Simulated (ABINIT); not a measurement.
GaAs:

```
As Ga
1.0
     0.00000    2.82685    2.82685
     2.82685    0.00000    2.82685
     2.82685    2.82685    0.00000
As Ga
1 1
Direct
  0.75000 0.75000 0.75000
  0.00000 0.00000 0.00000
```

| Property | Result |
| --- | --- |
| Program | ABINIT 10.8.3 (patched build) |
| Task | relaxation of cell and atoms |
| Functional | LDA |
| Potentials or basis | PseudoDojo NC SR LDA v0.4.1 standard |
| Cutoff | 1088 eV |
| k mesh | 6 × 6 × 6 |
| Occupations | fermi-dirac, width 0.05 eV |
| Spin | no spin polarisation |

At the start: pressure -1.9 GPa; volume 22.59 Å³/atom.

How do energy, volume and symmetry change on relaxing?

Over 5 steps the energy falls by 3.9 meV/atom and the volume is 21.96 Å³/atom (-2.8 %); space group F-43m (No. 216, to 0.05 Å).

Step by step:
```tsv
step	energy change (eV)	largest force (eV/Å)	pressure (GPa)	volume (Å³)
1	0.0000	0.0000	-1.95	45.18
2	-0.0029	0.0000	-1.56	44.91
3	-0.0079	0.0000	0.10	43.87
4	-0.0079	0.0000	-0.01	43.93
5	-0.0079	0.0000	0.00	43.92
```

Final structure:
```
CELL_PARAMETERS angstrom
0.00000 2.80041 2.80041
2.80041 0.00000 2.80041
2.80041 2.80041 0.00000
ATOMIC_POSITIONS crystal
As 0.75000 0.75000 0.75000
Ga 0.00000 0.00000 0.00000
```
